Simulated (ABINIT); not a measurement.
# InAs (F-43m) in ABINIT: settings compared, part 2 of 2

ABINIT 10.8.3 (patched build). The steps go on from the part before.

### Step 5. Band structure, r2SCAN

Contents of run.abi:

```
# Datasets: ground state, then fixed potential
ndtset 2

# Pseudopotentials
pp_dirpath "./"
pseudos "In.LDA_PW-JTH_sp.xml, As.LDA_PW-JTH_sp.xml"

# Structure
acell 4.2680965312 4.2680965312 4.2680965312 Angstrom
rprim
     0.0000000000     0.7071067812     0.7071067812
     0.7071067812     0.0000000000     0.7071067812
     0.7071067812     0.7071067812     0.0000000000
ntypat 2
znucl 49 33
natom 2
typat 1 2
xred
     0.0000000000     0.0000000000     0.0000000000
     0.7500000000     0.7500000000     0.7500000000

# Plane-wave basis
ecut 18.0
pawecutdg 36.0

# Exchange and correlation
ixc -497498
usekden 1
pawxcdev 0

# Bands and occupations
occopt 3
tsmear 0.05 eV

# SCF cycle
nstep 100

# Output
iomode 3
prtwf 0
prteig 0
prtebands 0
prtden1 1
prtkden1 1
prtvha1 1
prtvclmb1 1
prtpot1 1

# Dataset 1
kptopt1 1
ngkpt1 8 8 8
nshiftk1 1
shiftk1 0.0 0.0 0.0
nband1 8
tolvrs1 1.0e-7

# Dataset 2: bands along G-X-W-K-G-L-U-W-L-K
iscf2 -2
getden2 1
getkden2 1
nband2 12
nbdbuf2 2
tolwfr2 1.0e-12
kptopt2 -9
ndivsm2 8
prteig2 1
prtvol2 -3
kptbounds2
     0.0000000000     0.0000000000     0.0000000000
     0.5000000000     0.0000000000     0.5000000000
     0.5000000000     0.2500000000     0.7500000000
     0.3750000000     0.3750000000     0.7500000000
     0.0000000000     0.0000000000     0.0000000000
     0.5000000000     0.5000000000     0.5000000000
     0.6250000000     0.2500000000     0.6250000000
     0.5000000000     0.2500000000     0.7500000000
     0.5000000000     0.5000000000     0.5000000000
     0.3750000000     0.3750000000     0.7500000000
```

Potentials or basis: JTH PAW LDA v2.0 sp.

The run is started by

```sh
$ abinit run.abi > log 2>&1
```

Run time: 2.4 min. Hardware: 1 thread of Arm Neoverse V1, shared host; peak memory 0.15 GiB.

Results (log left out):

| Item | Value |
| --- | --- |
| Free energy | 590.3001 eV |
| Pressure | 3.3 GPa |
| Band gap on the k mesh | 0.29 eV, direct |
| Band gap along the path | 0.29 eV, direct |

Levels at the corners of the path, in eV from the valence-band top:
```tsv
point	band 2	band 3	band 4	band 5	band 6	band 7
Γ	0.00	0.00	0.00	0.29	4.33	4.33
X	-5.97	-2.39	-2.39	1.83	2.36	9.99
W	-5.80	-3.07	-2.94	4.64	4.67	5.57
K	-5.81	-3.38	-2.01	2.43	4.70	7.97
Γ	0.00	0.00	0.00	0.29	4.33	4.33
L	-5.90	-1.02	-1.02	1.34	5.08	5.08
U	-5.81	-3.38	-2.01	2.43	4.70	7.97
W	-5.80	-3.07	-2.94	4.64	4.67	5.57
L	-5.90	-1.02	-1.02	1.34	5.08	5.08
K	-5.81	-3.38	-2.01	2.43	4.70	7.97
```

Caveat: totals of a meta-GGA on PAW files have another zero than those of a GGA; the PAW data sets were made with another functional, which shifts forces and pressure a little; spin-orbit coupling is left out, which moves the levels of the heavy elements; this set keeps more shells in the core, which shifts pressures and gaps; the atomic spheres overlap.

### Step 6. Equation of state, LDA-PZ

Contents of run.abi:

```
# Datasets: one volume each
ndtset 7
getwfk -1
scalecart1 3*0.9795861087
scalecart2 3*0.9864848297
scalecart3 3*0.9932883884
scalecart4 3*1.0000000000
scalecart5 3*1.0066227096
scalecart6 3*1.0131594038
scalecart7 3*1.0196128224

# Pseudopotentials
pp_dirpath "./"
pseudos "In.LDA_PW-JTH_sp.xml, As.LDA_PW-JTH_sp.xml"

# Structure
acell 3*1.0
rprim
     0.0000000000     5.7031934441     5.7031934441
     5.7031934441     0.0000000000     5.7031934441
     5.7031934441     5.7031934441     0.0000000000
ntypat 2
znucl 49 33
natom 2
typat 1 2
xred
     0.0000000000     0.0000000000     0.0000000000
     0.7500000000     0.7500000000     0.7500000000

# Plane-wave basis
ecut 408.170794 eV
pawecutdg 30.0

# k points
kptopt 1
ngkpt 8 8 8
nshiftk 1
shiftk 0.0 0.0 0.0

# Exchange and correlation
ixc 2

# Bands and occupations
nband 8
occopt 3
tsmear 0.05 eV

# SCF cycle
nstep 100
tolvrs 1.0e-9

# Output
iomode 3
prtwf 1
prtden 0
prteig 0
prtebands 0
```

Potentials or basis: JTH PAW LDA v2.0 sp.

The run is started by

```sh
$ abinit run.abi > log 2>&1
```

It took 42 s on 1 thread of Arm Neoverse V1, shared host; peak memory 0.12 GiB.

It converged, with:

```
Equilibrium volume                      : 27.94 Å³/atom
Bulk modulus                            : 61 GPa
Pressure derivative of the bulk modulus : 4.8
```

Energy against volume, from the lowest point:
```csv
volume (Å³/atom),energy (meV/atom)
25.840,34.95
26.389,18.27
26.939,7.27
27.489,1.36
28.039,0.00
28.588,2.69
29.138,8.99
```

Caveat: pressures at fixed basis lie under the slope of the energies; this set keeps more shells in the core, which shifts pressures and gaps; the atomic spheres overlap.

### Step 7. The runs side by side

```tsv
task	level	potentials or basis	cutoff (eV)	fine-grid cutoff	gap on the mesh (eV)	V0 of scaled cells (Å³/atom)	B0 (GPa)
equation of state	SOGGA	JTH PAW PBE v2.0 sp	408	816.342 eV	-	28.52	59
band structure	WC	JTH PAW PBE v2.0	463	925.187 eV	none	-	-
band structure	PBE	JTH PAW PBE v2.0	463	925.187 eV	none	-	-
band structure	r2SCAN	JTH PAW LDA v2.0 sp	490	979.61 eV	0.29	-	-
equation of state	LDA-PZ	JTH PAW LDA v2.0 sp	408	816.342 eV	-	27.94	61
```

Alike in all rows: no spin polarisation; cell as given; k mesh 8 × 8 × 8; smearing fermi-dirac 0.05 eV.

Caveats: the PAW data sets were made with another functional, which shifts forces and pressure a little (some runs); this set keeps more shells in the core, which shifts pressures and gaps (some runs); the atomic spheres overlap (some runs); spin-orbit coupling is left out, which moves the levels of the heavy elements (some runs); pressures at fixed basis lie under the slope of the energies (some runs); this crystal is a semiconductor, whose small gap the functional closes, so the metal is an error of the method (some runs); totals of a meta-GGA on PAW files have another zero than those of a GGA (some runs).

Total energies depend on the potentials used, so only differences within one code and one set of settings carry meaning.

### Step 8. Comparison with measurements

Step 3. Against the measured gap of InAs, 0.418 eV (direct; 4.2 K; a printed reference work, data compilation), the calculated 0.00 eV is off by -0.42 eV. Spin-orbit coupling on As, In is left out. The value is that of WC on a finite k mesh, which can miss the band edges, without temperature or zero-point motion. Semilocal functionals fall short of measured gaps as a rule.

Step 4. Against the measured gap of InAs, 0.418 eV (direct; 4.2 K; a printed reference work, data compilation), the calculated 0.00 eV is off by -0.42 eV. Spin-orbit coupling on As, In is left out. The value is that of PBE on a finite k mesh, which can miss the band edges, without temperature or zero-point motion. Semilocal functionals fall short of measured gaps as a rule.

Step 5. Against the measured gap of InAs, 0.418 eV (direct; 4.2 K; a printed reference work, data compilation), the calculated 0.29 eV is off by -0.13 eV. Spin-orbit coupling on As, In is left out. The value is that of r2SCAN, without temperature or zero-point motion.
